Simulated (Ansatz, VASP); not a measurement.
**Two plane-wave programs on Cr**

INCAR

```
SYSTEM = Cr
PREC = Accurate
ENCUT = 520
EDIFF = 1E-7
ISMEAR = 1
SIGMA = 0.01
LREAL = .FALSE.
LASPH = .TRUE.
NELM = 100
ALGO = Normal
ISIF = 2
LWAVE = .FALSE.
LCHARG = .TRUE.
GGA = PE
LELF = .TRUE.
LVHAR = .TRUE.
NBANDS = 12
```

Contents of KPOINTS:

```
Automatic mesh
0
G
  15 15 15
  0 0 0
```

POSCAR

```
Cr
1.0
   -1.4243177237      1.4243177237      1.4243177237
    1.4243177237     -1.4243177237      1.4243177237
    1.4243177237      1.4243177237     -1.4243177237
Cr
1
Direct
    0.0000000000      0.0000000000      0.0000000000
```

Input for Ansatz:

```yaml
crystal:
  lattice:
    - [-1.4243177237, 1.4243177237, 1.4243177237]
    - [1.4243177237, -1.4243177237, 1.4243177237]
    - [1.4243177237, 1.4243177237, -1.4243177237]
  atoms:
    - { symbol: Cr, position: [0.0, 0.0, 0.0] }
hamiltonian:
  xc: pbe
  pseudopotentials:
    kind: paw
    azcp:
      Cr: "pseudopotentials/Cr.paw.azcp"
basis:
  ecutwfc: 420
  fft_grid_basis: typed
kpoints:
  mp_grid: { grid: [15, 15, 15], shift: [0, 0, 0] }
magnetization:
  spin_polarized: false
scf:
  occupations: { method: methfessel_paxton, width: 0.01 }
  lower_state_search: "off"
output:
  stress: true
  write_density: true
  write_potential: true
  elf: true
  volumetric_format: npy
```

Alike in both runs: task single point; functional PBE; k mesh 15 × 15 × 15; occupations methfessel-paxton of order 1, width 0.01 eV; no spin polarisation.

```csv
,VASP,Ansatz
version,VASP 6.6.1,Ansatz 0.2.0
potentials or method,"VASP PAW PBE potentials, release 64 (Cr_pv)","plane waves (420 eV) with PAW, scalar-relativistic"
plane-wave cutoff (eV),520,420
valence electrons in the cell,12,14
```

|  | VASP | Ansatz | Ansatz less VASP |
| --- | --- | --- | --- |
| pressure (GPa) | -0.9 | -0.3 | +0.67 |

The two sets of potentials don't hold the same shells in valence.

Caveats: the run has no spin polarisation, though such a crystal can be magnetic. Spin polarisation is off, so any magnetic state and its effect on volume and gap are missing.
